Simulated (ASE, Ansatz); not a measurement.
# Twisted h-SiC/h-AlN monolayer on bilayer, 27.80° (78 atoms): support functions against a reference, part 2 of 2

Aim: test how closely localised support functions follow the reference on twisted h-SiC/h-AlN monolayer on bilayer, 27.80° (78 atoms), and at what cost. A setting counts as converged where the r.m.s. difference of forces stays under 1 % of the r.m.s. force.

Ansatz 0.2.0; Kohn-Sham DFT, PBEsol, PAW (set soft_2), plane waves.

The cell: 26 Si, 26 C, 13 Al and 13 N. The functional has no dispersion term. Beside vacuum, support functions can miss their usual error bounds without a warning. The Brillouin zone is sampled at Γ only, in a cell whose shortest periodic width is 10 Å.

So far. Step 2 (Plane-wave single point): Mean intrinsic-atomic-orbital charges: Al +1.12, C -1.04, N -1.14, Si +1.05 e. The potential slopes across the vacuum by 0.037 eV/Å: the slab bears a dipole, and with periodic images along the normal there is no flat vacuum level to read.

## 3. Distances and neighbours

These statistics describe the geometry on which the runs were made.

Normalised to the volume that the atoms fill. g(r), total and by pair (bins of 0.2 Å):

| r (Å) | total | C-C | C-Si | C-Al | C-N | Si-Si | Si-Al |
| --- | --- | --- | --- | --- | --- | --- | --- |
| 1.70 | 2.50 | 0.00 | 7.55 | 0.00 | 0.00 | 0.00 | 0.00 |
| 1.90 | 1.96 | 0.00 | 5.85 | 0.00 | 0.00 | 0.00 | 0.00 |
| 2.10 | 0.00 | 0.00 | 0.00 | 0.00 | 0.00 | 0.00 | 0.00 |
| 2.30 | 0.00 | 0.00 | 0.00 | 0.00 | 0.00 | 0.00 | 0.00 |
| 2.50 | 0.00 | 0.00 | 0.00 | 0.00 | 0.00 | 0.00 | 0.00 |
| 2.70 | 0.00 | 0.00 | 0.00 | 0.00 | 0.00 | 0.00 | 0.00 |
| 2.90 | 0.00 | 0.00 | 0.00 | 0.00 | 0.00 | 0.00 | 0.00 |
| 3.10 | 3.10 | 8.88 | 0.60 | 0.00 | 0.00 | 8.89 | 0.00 |
| 3.30 | 0.02 | 0.00 | 0.11 | 0.00 | 0.00 | 0.00 | 0.00 |
| 3.50 | 0.89 | 0.00 | 1.91 | 0.55 | 0.55 | 0.00 | 0.55 |
| 3.70 | 1.80 | 3.23 | 3.05 | 0.50 | 0.51 | 3.22 | 0.51 |
| 3.90 | 0.25 | 0.00 | 0.00 | 0.67 | 0.67 | 0.00 | 0.67 |
| 4.10 | 0.25 | 0.00 | 0.00 | 0.47 | 0.41 | 0.00 | 0.54 |
| 4.30 | 0.29 | 0.00 | 0.00 | 0.72 | 0.84 | 0.00 | 0.66 |
| 4.50 | 0.66 | 0.00 | 2.17 | 0.44 | 0.38 | 0.00 | 0.43 |
| 4.70 | 1.64 | 0.64 | 4.18 | 0.30 | 0.30 | 0.49 | 0.30 |
| 4.90 | 0.68 | 1.24 | 0.57 | 0.69 | 0.69 | 1.39 | 0.70 |
| 5.10 | 0.15 | 0.00 | 0.00 | 0.25 | 0.25 | 0.00 | 0.25 |
| 5.30 | 0.82 | 2.04 | 0.00 | 0.36 | 0.36 | 2.08 | 0.36 |
| 5.50 | 0.57 | 0.94 | 0.00 | 0.62 | 0.66 | 0.91 | 0.66 |
| 5.70 | 0.95 | 2.64 | 1.32 | 0.04 | 0.00 | 2.64 | 0.00 |
| 5.90 | 0.23 | 0.00 | 0.00 | 0.58 | 0.58 | 0.00 | 0.58 |
| 6.10 | 0.13 | 0.00 | 0.00 | 0.30 | 0.33 | 0.03 | 0.27 |
| 6.30 | 1.15 | 2.23 | 1.10 | 0.31 | 0.28 | 2.21 | 0.34 |
| 6.50 | 0.85 | 0.00 | 2.06 | 0.42 | 0.39 | 0.00 | 0.42 |
| 6.70 | 0.29 | 0.00 | 0.00 | 0.67 | 0.84 | 0.00 | 0.74 |
| 6.90 | 0.40 | 0.00 | 0.47 | 0.61 | 0.51 | 0.00 | 0.62 |
| 7.10 | 0.51 | 0.06 | 1.02 | 0.53 | 0.40 | 0.02 | 0.35 |

Bonds by pair of elements; cutoffs follow the first minimum of g(r), held within bounds set by covalent radii, and pairs that aren't listed don't count as bonded (cutoffs were set anew for this text, so counts can differ from the run's own analysis):

| pair A-B | cutoff (Å) | bonds | mean length (Å) | spread (Å) | shortest (Å) | B about A | A about B |
| --- | --- | --- | --- | --- | --- | --- | --- |
| C-Si | 2.23 | 78 | 1.80 | 0.013 | 1.77 | 3 | 3 |
| Al-N | 2.23 | 39 | 1.80 | 0.015 | 1.77 | 3 | 3 |

How many atoms have how many bonded neighbours:

| element | mean | 3 |
| --- | --- | --- |
| Al | 3 | 13 |
| C | 3 | 26 |
| N | 3 | 13 |
| Si | 3 | 26 |

Bond angles, per cent of each kind in bins of 5°:

| angle (°) | Si-C-Si | C-Si-C | Al-N-Al | N-Al-N |
| --- | --- | --- | --- | --- |
| 115–120 | 48.7 | 48.7 | 53.8 | 48.7 |
| 120–125 | 51.3 | 51.3 | 46.2 | 51.3 |

Bond angles (no mean is given where the spread exceeds 20°):

| angle | count | mean (°) | spread (°) |
| --- | --- | --- | --- |
| Si-C-Si | 78 | 120 | 0.7 |
| C-Si-C | 78 | 120 | 0.7 |
| Al-N-Al | 39 | 120 | 0.6 |
| N-Al-N | 39 | 120 | 0.6 |

By these cutoffs all Al atoms have 3, all C atoms have 3, all N atoms have 3 and all Si atoms have 3 bonded neighbours. The Si-C-Si angle averages 120° with a spread of 0.7°.

The surroundings of C8, which bears the longest force, nearest first, numbered as they follow in the input and with coordinates relative to it.

| atom | x | y | z | distance (Å) | bonds | intrinsic-atomic-orbital charge (e) | Fx | Fy | Fz (eV/Å) |
| --- | --- | --- | --- | --- | --- | --- | --- | --- | --- |
| C8 | 0.00 | 0.00 | 0.00 | 0.00 | 3 | -1.03 | 1.04 | -0.40 | -0.01 |
| Si7 | -1.27 | 1.23 | 0.03 | 1.77 | 3 | 1.06 | -0.39 | 0.64 | 0.06 |
| Si5 | -0.41 | -1.76 | 0.02 | 1.80 | 3 | 1.05 | -0.28 | -0.04 | 0.09 |
| Si13 | 1.76 | 0.49 | 0.01 | 1.83 | 3 | 1.06 | -0.54 | -0.07 | 0.23 |
| C2 | -3.01 | 0.73 | 0.03 | 3.10 | 3 | -1.04 | 0.25 | -0.08 | -0.04 |
| C10 | -0.83 | 2.99 | 0.02 | 3.11 | 3 | -1.03 | 0.06 | -0.41 | -0.02 |
| C26 | -2.14 | -2.26 | 0.01 | 3.11 | 3 | -1.03 | 0.31 | -0.19 | -0.03 |
| C16 | 2.18 | 2.23 | 0.03 | 3.12 | 3 | -1.04 | 0.33 | -0.18 | -0.14 |
| C6 | 0.89 | -3.01 | 0.01 | 3.14 | 3 | -1.03 | 0.24 | 0.44 | -0.03 |
| C14 | 3.07 | -0.74 | 0.03 | 3.16 | 3 | -1.04 | -0.56 | -0.38 | -0.16 |
| Si31 | 0.02 | 0.00 | 3.21 | 3.21 | 3 | 1.04 | 0.46 | -0.42 | -0.24 |
| Si25 | -3.43 | -1.02 | 0.02 | 3.58 | 3 | 1.06 | 0.02 | 0.14 | 0.14 |
| Si15 | 0.90 | 3.46 | 0.04 | 3.58 | 3 | 1.06 | -0.52 | 0.68 | 0.07 |
| Si11 | 2.63 | -2.50 | 0.02 | 3.63 | 3 | 1.06 | -0.37 | 0.07 | 0.17 |
| C52 | -1.69 | -0.52 | 3.19 | 3.65 | 3 | -1.05 | -0.90 | 0.35 | 0.06 |
| C34 | 0.44 | 1.74 | 3.23 | 3.69 | 3 | -1.06 | 0.57 | -0.14 | 0.02 |
| C32 | 1.32 | -1.26 | 3.23 | 3.71 | 3 | -1.05 | -0.15 | 0.03 | -0.01 |

The column of bonds counts only the pairs C-Si within 2.23 Å, Al-N within 2.23 Å; other neighbours, such as metal atoms beside each other in a compound, aren't counted, and periodic images can show an atom twice.

## 4. Support functions medium

With localised support functions most steps grow linearly with size, though the diagonalisation grows faster unless the density matrix is cut; this run measures error and cost at this size.

This step: Kohn-Sham DFT, PBEsol, PAW (set soft_2), localised support functions (medium) (Ansatz 0.2.0).

Contents of input.yaml:

```yaml
crystal:
  lattice:
    - [11.2313, 0.0, 0.0]
    - [-5.61565, 9.72659, 0.0]
    - [0.0, 0.0, 18.58]
  atoms:
    [... the 78 atom lines of step 2 ...]
kpoints:
  mp_grid: { grid: [1, 1, 1] }
hamiltonian:
  xc: pbesol
scf:
  occupations: { method: gaussian, width: 0.025 }
  eigensolver: { kind: { support_functions: { accuracy: medium } } }
  mixing: { beta: 0.4 }
  max_iter: 150
output:
  forces: true
  eigenvalues: true
```

On the command line:

```bash
$ ansatz run input.yaml --threads 8 --pin off --max-ram 15872MiB --backend cpu --events-out ev --progress --plain --runs-dir out
```

Numbers of over 12 decimals in the logs are rounded to 6 here.

Output:

```text
Warning: scf.eigensolver.kind.support_functions: disabling space-group detection — the functions' gradient is summed over unrotated k-points, so no spatial operation reduces the k-mesh or symmetrises the density; time reversal is kept, so that k and −k are solved as one point where they differ and the mesh holds both, and exact exchange and, on two spinor components, a DFT+U term hold to it where the run has them: [...]
settings of this run that can trade accuracy for cost: scf.eigensolver.kind.support_functions [...]
[...]
Crystal: 78 atoms, lattice volume = 2029.721 Å³
Basis set: ecut = 420 eV, 39681 PW (Γ), exchange–correlation on 160×160×250 points (8 copies of the dense FFT grid, shifted against one another)
Bands: 188, of which v1, the nominal top of the filled ones, is band 156 counted from 1 (155 counted from 0)
Symmetry: 1 space group operations
k-points: 1
[...]
SCF iter   1: F=—  HF=-34381.371654 eV  |F-HF|=—  |Δ(HF+E_count)|=         —  Δρ=1.09e-1  dr2=3.31e2  ethr=1.00e-1
[...]
SCF iter  14: F=-34318.401657 eV  HF=-34318.401657 eV  |F-HF|=1.75e-7  |Δ(HF+E_count)|=   1.00e-6  Δρ=4.79e-6  dr2=6.61e-7  ethr=8.91e-10
SCF 1 converged in 14 iterations: F = -34318.405659 eV  dr2 = 6.61e-7
[...]
SCF converged after 14 iterations
Stability not checked: this state was not tested for a lower state beside it, because the mixer in use, unlike msr1, does not test its closes by its own steps (another_mixer; see scf.mixing.algorithm and scf.lower_state_search)
Free energy (F): -34318.405659 eV
[...]
Internal energy: -34318.405659 eV  (E = F + TS)
E sigma→0 (E₀):  -34318.405659 eV
Fermi energy:    1.538182 eV
[...]
--- Forces (eV/Å), atoms counted from 1 ---
  atom   1  Si    -0.35228910    -0.07569495     0.12465549
  atom   2  C      0.24503629    -0.07693863    -0.03938499
  atom   3  Si    -0.04889530    -0.51497388     0.13258928
  atom   4  C     -0.17586283     0.37305622    -0.09303039
  atom   5  Si    -0.28364372    -0.04284188     0.08768662
  atom   6  C      0.23667332     0.44282617    -0.02980001
  atom   7  Si    -0.39254598     0.63702466     0.06183123
  atom   8  C      1.04252925    -0.39650541    -0.00831638
  atom   9  Si    -0.22598650    -0.46355244     0.24032286
  atom  10  C      0.06309241    -0.41131200    -0.01957653
  atom  11  Si    -0.37199922     0.06880737     0.16667832
  atom  12  C      0.36179501     0.38279304    -0.15536821
  atom  13  Si    -0.53638074    -0.07379617     0.22780320
  atom  14  C     -0.56294800    -0.38121306    -0.15655597
[...]
atom  77  Al    -0.82310817     0.38984389    -0.22220535
  atom  78  N     -0.06868651    -0.41831685     0.10114636
  max |Σ_I F_I| component: 3.15e-3 eV/Å
--- Band table (eV) ---
[...]
```

Run time: 59 s. Hardware: 8 threads of Arm Neoverse V1, shared host; peak memory 3.8 GiB.

The program notes that the band table was not solved further than the SCF left it and it switched symmetry off.

Keys that differ from the reference: support_functions.accuracy = "medium", scf.max_iter = 150 and scf.mixing.beta = 0.4.

Forces differ from the reference by 0.20 meV/Å r.m.s., 0.064 % of their size, well within a tolerance of 1 %; the energy by -2.3 meV/atom. It took 59 s and 14 cycles; the reference's time can't be set against it, since the two runs asked for unlike analyses.

## 5. Cost against change

Each row is set against the plane-wave reference (Kohn-Sham DFT, PBEsol, PAW (set soft_2), plane waves; r.m.s. force component 0.320 eV/Å). Energies are set beside the reference only for runs with its functional, potentials and electron count. Times are for 8 threads of Arm Neoverse V1, shared host. The reference's time includes the DOS and grids, which some other runs skip.

| run | Δ force, r.m.s. (meV/Å) | share of r.m.s. force (%) | Δ energy (meV/atom) | Δ gap (eV) | cycles | time | host memory (GiB) |
| --- | --- | --- | --- | --- | --- | --- | --- |
| reference | - | - | - | - | 9 | 13 s | 2.0 |
| support functions medium | 0.205 | 0.064 | -2.29 | -1.0e-4 | 14 | 59 s | 3.8 |

## 6. What came out

```json
{
 "free energy per atom": "-439.9773 eV/atom",
 "r.m.s. force component": "0.32 eV/Å",
 "gap (highest filled to lowest empty level)": "2.046 eV",
 "wall time of the 2 DFT runs": "71 s"
}
```

In words: Against plane waves at 420 eV, the forces differ by 0.20 meV/Å (0.064 %) with support functions medium. At 78 atoms the run with support functions medium takes roughly 4.7 times the time of plane waves (whose run also made extra analyses, so the like-for-like ratio is larger), in 14 SCF cycles against 9. Differences between support functions and plane waves include what basis error the plane-wave run still has.

Filled and empty levels are parted by 2.05 eV at Γ alone; the mesh holds the band edges only if they fold onto it, so the gap at this level can be narrower or closed, while semilocal functionals tend to narrow gaps against experiment. By these cutoffs all Al atoms have 3, all C atoms have 3, all N atoms have 3 and all Si atoms have 3 bonded neighbours.

Caveats: The geometry was built by rule, was displaced at random and isn't relaxed at this level: its force components are 0.32 eV/Å r.m.s. The slab bears a dipole and has periodic images along its normal, so a spurious field crosses the vacuum.

[Logs are printed without paths, hosts, clocks, repeated set-up lines and the standing remarks that a program may print on its own settings, such as how far it seeks lower states.]

[Hosts, paths, dates, database ids (printed as entryN), source tags and the programs' standing remarks are cut or masked in the printed files.]
